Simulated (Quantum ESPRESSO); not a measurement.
# InP: equation of state with LDA

**What was measured.**

A printed reference work, data compilation reports, for a bulk crystal of InP: bulk modulus 71 GPa.

Crystal: InP.

```
CELL_PARAMETERS angstrom
0.00000 2.93050 2.93050
2.93050 0.00000 2.93050
2.93050 2.93050 0.00000
ATOMIC_POSITIONS crystal
In 0.00000 0.00000 0.00000
P 0.75000 0.75000 0.75000
```

```json
{
  "Program": "Quantum ESPRESSO 7.5",
  "Task": "equation of state",
  "Functional": "LDA",
  "Potentials or basis": "PseudoDojo 0.4.1 SR LDA standard",
  "Cutoff": "952 eV",
  "Density cutoff": "3810 eV",
  "k mesh": "8 × 8 × 8",
  "Occupations": "fermi-dirac, width 0.05 eV",
  "Spin": "no spin polarisation",
  "Form of the LDA correlation": "PW92",
  "Mixing beta": "0.5",
  "Most SCF iterations": "120",
  "SCF threshold": "4e-10 Ry"
}
```

```
Equilibrium volume                      : 24.67 Å³/atom
Bulk modulus                            : 71 GPa
Pressure derivative of the bulk modulus : 4.7
```

Energy against volume, from the lowest point:
| volume (Å³/atom) | energy (meV/atom) |
| --- | --- |
| 23.657 | 10.11 |
| 24.160 | 2.48 |
| 24.663 | 0.00 |
| 25.167 | 2.11 |
| 25.670 | 8.30 |
| 26.173 | 18.12 |
| 26.677 | 31.17 |

All runs of the series together: 4.4 min on 1 thread of Intel(R) Xeon(R) Platinum 8259CL CPU @ 2.50GHz (Skylake/Cascade Lake), with other jobs on the host.

A measured bulk modulus of InP is 71 GPa (a printed reference work, data compilation); the calculated 71 GPa misses it by +0.4 %. The fit is for a static lattice scaled at fixed shape and fixed fractional positions.

LDA usually gives volumes a few per cent too small.
